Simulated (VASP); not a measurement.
A run of VASP 6.6.1 is set up as follows.

INCAR

```
  ALGO = Fast
  DIPOL = 0.5 0.5 0.500
  EDIFF = 1E-6
  ENCUT = 520
  GGA = PS
  IDIPOL = 3
  ISIF = 2
  ISMEAR = 1
  KPAR = 8
  LASPH = True
  LCHARG = True
  LDIPOL = True
  LREAL = False
  LVACPOTAV = True
  LVHAR = True
  LWAVE = False
  NELM = 60
  PREC = Accurate
  SIGMA = 0.1
```

Contents of KPOINTS:

```
k-points
0
Gamma
  10 10 1
```

Contents of POSCAR:

```
CdO
1.0
    3.3226947650      0.0000000000      0.0000000000
    0.0000000000      3.3226947650      0.0000000000
    0.0000000000      0.0000000000     33.7475000026
Cd O
6 6
Direct
    0.5000000000      0.5000000000      0.3259500704
    1.0000000000      0.0000000000      0.3955700422
    0.5000000000      0.5000000000      0.4651900141
    1.0000000000      0.0000000000      0.5348099859
    0.5000000000      0.5000000000      0.6044299578
    1.0000000000      0.0000000000      0.6740499296
    1.0000000000      1.0000000000      0.3259500704
    0.5000000000      0.5000000000      0.3955700422
    1.0000000000      1.0000000000      0.4651900141
    0.5000000000      0.5000000000      0.5348099859
    1.0000000000      0.0000000000      0.6044299578
    0.5000000000      0.5000000000      0.6740499296
```

Potentials or basis: VASP PAW PBE potentials, release 64 (Cd, O).

Command:

```sh
$ cat potpaw_PBE.64/Cd/POTCAR potpaw_PBE.64/O/POTCAR > POTCAR
$ mpirun -np 8 vasp_std > vasp.out
```

(1) Predict the work function of the upper face.

(2) What does it give for the work function of the lower face?

(3) Predict the largest force.

## Answers

(1) 4.86 eV.

(2) 4.86 eV.

(3) 0.095 eV/Å.

Caveat: the PAW data sets were made with another functional, which shifts forces and pressure a little.
